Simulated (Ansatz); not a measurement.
# How Gd answers to pressure

```
Gd
1.0
     3.26020    0.00000    0.00000
     0.00000    3.26020    0.00000
     0.00000    0.00000    3.26020
Gd
1
Cartesian
  0.0000 0.0000 0.0000
```

The structure comes from a relaxation in the same program, started in the sc type, and has space group Pm-3m. Whether it is a known phase or the ground state wasn't checked.

Where the f shell is localised, expect the real compound to differ from this run without U.

The magnetic state is the one reached from the start moments; no search over orders was made, so it needn't be the ground state.

Spin–orbit coupling is left out, though it moves levels of the heavy atoms by tenths of an eV or more.

Computed with DFT, PBE, all-electron LAPW, scalar-relativistic in Ansatz 0.2.0.

Sampling and basis: a Γ-centred 10×10×10 k mesh, Fermi–Dirac smearing of 0.05 eV, basis error target 0.5 meV/atom, spin-polarised from start moments Gd 7 μB.

The cell is scaled evenly with fractional coordinates held.

```json
{"V/V(cell)": "0.9700", "P (GPa)": "0.85", "cell moment (μB)": "7.871"}
{"V/V(cell)": "1.0000", "P (GPa)": "0.02", "cell moment (μB)": "7.873"}
{"V/V(cell)": "1.0300", "P (GPa)": "-0.70", "cell moment (μB)": "7.873"}
{"V/V(cell)": "1.0600", "P (GPa)": "-1.33", "cell moment (μB)": "7.869"}
```

Q: From the rows at 0.9700 and 1.0300, what is the bulk modulus at the cell's volume?

A: B = −ΔP/Δln V = −[(-0.70) − (0.85)]/0.06002 = 25.8 GPa.

Q: How does the moment scale with volume?

A: dln M/dln V = ln(7.873/7.871)/0.06002 = 0.00: the moment hardly moves, as with a saturated or integer moment.

Q: Predict the row at V/V(cell) = 0.9405. How far is a linear estimate of P off?

A: P = 1.79 GPa, moment 7.867 μB. The linear estimate P(cell) − B ln(V/V(cell)) = 1.60 GPa misses by 0.19 GPa, since the modulus grows under compression.
